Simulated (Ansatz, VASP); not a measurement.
One calculation of KI, 3 ways

The starting cell:

```xyz
2
Lattice="0.0000 3.5328 3.5328 3.5328 0.0000 3.5328 3.5328 3.5328 0.0000" Properties=species:S:1:pos:R:3 pbc="T T T"
I     3.5328    3.5328    3.5328
K     0.0000    0.0000    0.0000
```

Alike in all runs: task relaxation of cell and atoms; functional RPBE; dispersion D4; k mesh 7 × 7 × 7; occupations fermi-dirac, width 0.05 eV; no spin polarisation; no spin-orbit coupling.

```tsv
program and potentials	plane-wave cutoff (eV)	notes	equilibrium volume (Å³/atom)
Ansatz, Ansatz PAW	420	potentials made for PBE, which Ansatz adapts in part; 13 valence electrons an atom on average	46.24
VASP, PBE PAW files I, K_sv, 600 eV	600	potentials made for PBE; 8 valence electrons an atom on average	46.38
Ansatz, all-electron LAPW, scalar-relativistic	-	-	46.24
```

The equilibrium volume spans 46.24 (Ansatz, all-electron LAPW, scalar-relativistic) to 46.38 Å³/atom (VASP, PBE PAW files I, K_sv, 600 eV), with all-electron results at 46.24. Some sets were made for another functional than the one run, which can shift their rows. Relaxations stop with a little pressure left, so the last digit of a volume isn't settled.

The functional is the same throughout but for its coding, so the spread measures potentials, basis and numerics; runs on potential files found faulty are left out.
